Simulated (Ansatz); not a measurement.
## AgH3Pb (model cell, started as cubic perovskite with Pb in the octahedra): relaxing the cell for a phonon run: bringing the structure to rest

Ansatz 0.2.0; DFT PBEsol, scalar-relativistic, plane waves, PAW; PAW set soft_1.

The structure was built from a prototype and need not be the compound's stable phase.

Symmetry: Pm-3m, No. 221, cubic system. Conventional cell: a = 4.978 Å, b = 4.978 Å, c = 4.978 Å, α = 90.00°, β = 90.00°, γ = 90.00°. Nearest to Ag lie 12 H at 3.52 Å. Nearest to Pb lie 6 H at 2.49 Å. Nearest to H lie 2 Pb at 2.49 Å. Farther neighbours are not listed.

Step by step:

```csv
step,energy less that of the first step (eV),largest force component (eV/Å),pressure (GPa),volume (Å³)
1,0.0000,0.0000,-7.08,123.39
2,-0.7642,0.0000,-6.99,106.21
3,-1.4109,0.0000,-6.03,90.70
4,-1.8228,0.0000,-2.76,76.78
5,-1.8644,0.0000,1.88,68.00
6,-1.8794,0.0000,-0.07,71.02
7,-1.8795,0.0000,0.00,70.90
8*,-1.8734,0.0000,-0.06,70.90
9,-1.8735,0.0000,0.00,70.80
10*,-1.8735,0.0000,0.00,70.80
```

Relaxation steps marked * repeat the geometry before them on a plane-wave basis chosen anew for their cell, so energy and pressure can jump there.

The run keeps the 48 symmetry operations that it works with, so distortions that break them were not tested.

```csv
cell as run,before,after,change
a (Å),4.978,4.137,-16.9 %
b (Å),4.978,4.137,-16.9 %
c (Å),4.978,4.137,-16.9 %
volume (Å³/atom),24.68,14.16,-42.6 %
```

The relaxed structure:

```xyz
5
Lattice="4.1369 0.0000 0.0000 0.0000 4.1369 0.0000 0.0000 0.0000 4.1369" Properties=species:S:1:pos:R:3 pbc="T T T"
Ag    0.0000    0.0000    0.0000
Pb    2.0685    2.0685    2.0685
H     2.0685    2.0685    0.0000
H     2.0685    0.0000    2.0685
H     0.0000    2.0685    2.0685
```

This step gave:

```
pressure        : -0.002012 GPa
volume per atom : 14.16 Å³
```

Q: Write an input that reproduces this.

The system, level and task follow from the heading and the kind of results. Meshes, cutoffs and thresholds can't be read from the results; these are the ones that the run used.

File input.yaml:

```yaml
crystal:
  lattice:
    - [4.9784, 0.0, 0.0]
    - [0.0, 4.9784, 0.0]
    - [0.0, 0.0, 4.9784]
  atoms:
    - { symbol: Ag, position: [0.0, 0.0, 0.0] }
    - { symbol: Pb, position: [0.5, 0.5, 0.5] }
    - { symbol: H, position: [0.5, 0.5, 0.0] }
    - { symbol: H, position: [0.5, 0.0, 0.5] }
    - { symbol: H, position: [0.0, 0.5, 0.5] }
kpoints:
  mp_grid: { grid: [8, 8, 8] }
hamiltonian:
  xc: pbesol
  pseudopotentials: { kind: paw, azcp: { folder: soft_1 }, xc_functional: pbe }
scf:
  occupations: { method: gaussian, width: 0.1 }
output:
  forces: true
  stress: true
  eigenvalues: true
relax:
  adjacent_minimum: "off"
  f_tol: 0.005
  max_steps: 80
  cell: { stress_tol: 0.05 }
```

Started as:

```
> ansatz run input.yaml --threads 4 --pin off --max-ram 16384MiB --backend cpu --events-out ev --progress --plain --runs-dir out
```

[Logs are printed without paths, hosts, clocks, repeated set-up lines and the standing remarks that a program may print on its own settings, such as how far it seeks lower states.]

[Hosts, paths, dates, database ids (printed as entryN), source tags and the programs' standing remarks are cut or masked in the printed files.]
